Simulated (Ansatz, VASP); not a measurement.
Given: the input of a run of Ansatz 0.2.0 on W.

input.yaml

```yaml
crystal:
  lattice:
    - [0.0, 2.0025642044, 2.0025642044]
    - [2.0025642044, 0.0, 2.0025642044]
    - [2.0025642044, 2.0025642044, 0.0]
  atoms:
    - { symbol: W, position: [0.0, 0.0, 0.0] }
hamiltonian:
  xc: pbesol
  pseudopotentials: { kind: paw }
kpoints:
  mp_grid: { grid: [11, 11, 11] }
scf:
  occupations: { method: fermi_dirac, width: 0.05 }
output:
  forces: true
  stress: true
  eigenvalues: true
```

Potentials or basis: Ansatz PAW.

Run with:

```bash
$ ansatz run input.yaml --threads 1 --pin off --max-ram 3584MiB --backend cpu --events-out ev --progress --plain --runs-dir out
```

Task: Translate it to VASP 6.6.1. Potentials there: VASP PAW PBE potentials, release 64 (W_sv).

Result: As run (the cutoff follows the program's own potentials):

Contents of INCAR:

```
SYSTEM = W
ALGO     = Normal         ! electronic algorithm
EDIFF    = 1E-7           ! SCF threshold, eV
ENCUT    = 520            ! plane-wave cutoff, eV
GGA      = PS             ! functional
ISIF     = 2              ! what is computed and relaxed
ISMEAR   = -1             ! smearing method
LASPH    = .True.         ! aspherical terms in the spheres
LCHARG   = .False.        ! write CHGCAR
LREAL    = .False.        ! projectors in reciprocal space
LWAVE    = .False.        ! write WAVECAR
NBANDS   = 13             ! bands
NELM     = 80             ! most SCF steps
PREC     = Accurate       ! precision mode
SIGMA    = 0.05           ! smearing width, eV
```

Contents of KPOINTS:

```
k-points
0
Gamma
  11 11 11
  0 0 0
```

File POSCAR:

```
W
1.0
    0.0000000000      2.0025642044      2.0025642044
    2.0025642044      0.0000000000      2.0025642044
    2.0025642044      2.0025642044      0.0000000000
W
1
Direct
    0.0000000000      0.0000000000      0.0000000000
```

Potentials or basis: VASP PAW PBE potentials, release 64 (W_sv).

Command:

```console
$ cat potpaw_PBE.64/W_sv/POTCAR > POTCAR
$ mpirun -np 1 vasp_std > vasp.out
```

Both were run:

|  | VASP | Ansatz | Ansatz less VASP |
| --- | --- | --- | --- |
| gap on the k mesh at the Fermi level (eV) | none | none | - |
| pressure (GPa) | -0.7 | -1.2 | -0.56 |

A gap of «none» marks a metal or a gap that the smearing closes.

Caveats: the PAW data sets were made with another functional, which shifts forces and pressure a little (VASP); the PAW data sets come from PBE, with cores solved anew for the run's functional, which leaves a small shift of forces and pressure (Ansatz). The runs have no spin-orbit coupling, so splittings on W are missing.
